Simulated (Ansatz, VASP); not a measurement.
**One calculation of Bi2Te, two programs**

```xyz
6
Lattice="-4.0079 4.0079 3.1743 4.0079 -4.0079 3.1743 4.0079 4.0079 -3.1743" Properties=species:S:1:pos:R:3 pbc="T T T"
Bi    4.6289    2.0040    0.7936
Bi   -0.6210    2.0040    3.9679
Bi    2.0040    3.3870   -0.7936
Bi    2.0040    0.6210    2.3807
Te    0.0000    0.0000    0.0000
Te    0.0000    4.0079    1.5872
```

Alike in both runs: task single point; functional PBE; k mesh 4 × 4 × 4; occupations gaussian, width 0.1 eV; no spin polarisation.

|  | VASP | Ansatz |
| --- | --- | --- |
| version | VASP 6.6.1 | Ansatz 0.2.0 |
| potentials or method | VASP PAW PBE potentials, release 64 (Bi_d, Te) | scalar-relativistic, plane waves, PAW |
| plane-wave cutoff (eV) | 520 | 420 |
| valence electrons in the cell | 72 | 92 |

|  | VASP | Ansatz | Ansatz less VASP |
| --- | --- | --- | --- |
| gap on the k mesh at the Fermi level (eV) | none | none | - |
| pressure (GPa) | -0.2 | -0.2 | +0.06 |
| rms of the force components (eV/Å) | 0.038 | 0.038 | +0.0003 |

Atom by atom the forces differ by 0.000 eV/Å (rms over components). A gap of «none» marks a metal or a gap that the smearing closes. The two sets of potentials don't hold the same shells in valence.

Caveats: spin-orbit coupling is left out, which moves the levels of the heavy elements.
